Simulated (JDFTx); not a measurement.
Runs of JDFTx 1.7.0 (patched build) on Ge. The structure is tetragonal, space group I4_1/amd (No. 141). Conventional cell: a = 5.149 Å, b = 5.149 Å, c = 2.795 Å, α = 90.00°, β = 90.00°, γ = 90.00°. Ge (site symmetry -4m2) is surrounded by 6 Ge at 2.67 to 2.79 Å. This isn't the form of Ge at room conditions, which is diamond.

| task | level | potentials or basis | smearing | band ratio of the Davidson solver | max SCF steps | SCF threshold on the energy | solver of the electrons | further solve for the empty bands | gap on the mesh (eV) | pressure (GPa) |
| --- | --- | --- | --- | --- | --- | --- | --- | --- | --- | --- |
| single point | PBEsol | PseudoDojo-SR-PBEsol-0.4.1-standard with smoothed tails | gaussian 0.02 eV | - | 100 | 1e-09 Ha | scf | yes | none | -0.6 |
| single point | PBEsol | PseudoDojo-SR-PBEsol-0.4.1-standard | fermi-dirac 0.05 eV | - | 100 | 1e-09 Ha | scf | yes | none | -0.6 |
| single point | LDA | PseudoDojo-SR-LDA-0.4.1-standard with smoothed tails | gaussian 0.1 eV | - | 100 | 1e-09 Ha | scf | yes | none | (a) |
| single point | PBE | PseudoDojo-SR-PBE-0.5-standard with smoothed tails | gaussian 0.011 eV | - | 100 | 1e-09 Ha | scf | yes | none | 3.3 |

Alike in all rows: no spin polarisation; cell as given; k mesh 11 × 11 × 11; cutoff (eV) 1061.

Fill in the values left out.

(a) -2.5.

A k mesh can miss the band edges, and the runs leave out spin-orbit coupling on Ge.

A gap of «none» marks a metal or a gap under the smearing width.
